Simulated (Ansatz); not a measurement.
Runs of Ansatz 0.2.0 on Sb. The structure is cubic, space group Fm-3m (No. 225). Conventional cell: a = 4.742 Å, b = 4.742 Å, c = 4.742 Å, α = 90.00°, β = 90.00°, γ = 90.00°. Around Sb (site symmetry m-3m) lie 12 Sb at 3.35 Å. This isn't the form of Sb at room conditions, which is rhombohedral.

```tsv
level	gap on the mesh (eV)	pressure (GPa)	relaxed volume (Å³/atom)
RPBE+D4	none	0.0	(a)
PBEsol+D3(BJ)	none	0.0	(b)
RPBE+D3(BJ)	none	0.0	19.94
revPBE+D3(BJ)	none	0.0	25.29
PBEsol+D4	none	0.0	25.33
```

Alike in all rows: task relaxation of cell and atoms; potentials or basis Ansatz PAW; no spin polarisation; cell relaxed; k mesh 10 × 10 × 10; cutoff (eV) 420; smearing fermi-dirac 0.05 eV.

Question: Estimate the missing entries.

Answer: (a) 25.54; (b) 24.82.

Caveats: the plane-wave basis is chosen anew once the cell has moved, so the energies of steps on either side of that aren't comparable; pairwise dispersion overbinds metals, which lowers pressure and volume; the PAW data sets come from PBE, with cores solved anew for the run's functional, which leaves a small shift of forces and pressure; the volume moved by over 15 % at a fixed basis, so the end points are rough (some runs).

A k mesh can miss the band edges, and the runs leave out spin-orbit coupling on Sb.

A gap of «none» marks a metal or a gap under the smearing width.

Runs at the PBE level aren't shown here.
